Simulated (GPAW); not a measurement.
Wanted: an ASE script for a GPAW 26.7.0 run.

* Task: equation of state
* Functional: BP86
* Potentials or basis: PAW data sets generated in the run's folder for this functional
* Cutoff: 600 eV
* Basis: pw
* k mesh: 11 × 11 × 11
* Occupations: fermi-dirac, width 0.05 eV
* Spin: no spin polarisation
* Maxiter: 150
* Eos scales: [0.94, 0.96, 0.98, 1.0, 1.02, 1.04, 1.06]

Al:

```xyz
1
Lattice="0.0000 2.0248 2.0248 2.0248 0.0000 2.0248 2.0248 2.0248 0.0000" Properties=species:S:1:pos:R:3 pbc="T T T"
Al    0.0000    0.0000    0.0000
```

These files were run (other wordings do the same):

run.py

```python
from ase import Atoms
from ase.eos import EquationOfState
from ase.io import Trajectory
from ase.units import GPa
from gpaw import GPAW, PW, setup_paths

setup_paths.insert(0, '.')

atoms = Atoms(['Al'],
              cell=[[0.0, 2.024805, 2.024805],
                    [2.024805, 0.0, 2.024805],
                    [2.024805, 2.024805, 0.0]],
              scaled_positions=[[0.0, 0.0, 0.0]],
              pbc=True)

traj = Trajectory('eos.traj', 'w')
volumes, energies = [], []
for x in [0.94, 0.96, 0.98, 1.0, 1.02, 1.04, 1.06]:
    a = atoms.copy()
    a.set_cell(atoms.cell * x**(1 / 3), scale_atoms=True)
    calc = GPAW(mode=PW(600),
                xc='GGA_X_B88+GGA_C_P86',
                kpts={'size': (11, 11, 11), 'gamma': True},
                occupations={'name': 'fermi-dirac', 'width': 0.05},
                nbands=7,
                convergence={'density': 1e-05, 'energy': 1e-05},
                maxiter=150,
                txt=f'eos-{x:.2f}.txt')
    a.calc = calc
    energies.append(a.get_potential_energy(force_consistent=True))
    volumes.append(a.get_volume())
    p = -a.get_stress()[:3].mean() / GPa
    calc.write(f'eos-{x:.2f}.gpw')
    traj.write(a)
    print(f'{x:.2f} {volumes[-1]:10.4f} A^3 {energies[-1]:14.6f} eV {p:9.3f} GPa', flush=True)

v0, e0, B = EquationOfState(volumes, energies, eos='birchmurnaghan').fit()
print(f'V0 = {v0:.4f} A^3, E0 = {e0:.6f} eV, B0 = {B / GPa:.2f} GPa')
```

Potentials or basis: PAW data sets generated in the run's folder for this functional, pw.

Run with:

```sh
$ gpaw-setup -f GGA_X_B88+GGA_C_P86 Al
$ OMP_NUM_THREADS=1 python run.py
```

Results of the run:

* Equilibrium volume: 16.71 Å³/atom
* Bulk modulus: 74 GPa
* Pressure derivative of the bulk modulus: 4.7

Wall time 35 s on 1 thread of Intel(R) Xeon(R) Platinum 8488C (Sapphire Rapids), with other jobs on the host, peak memory 0.17 GiB.
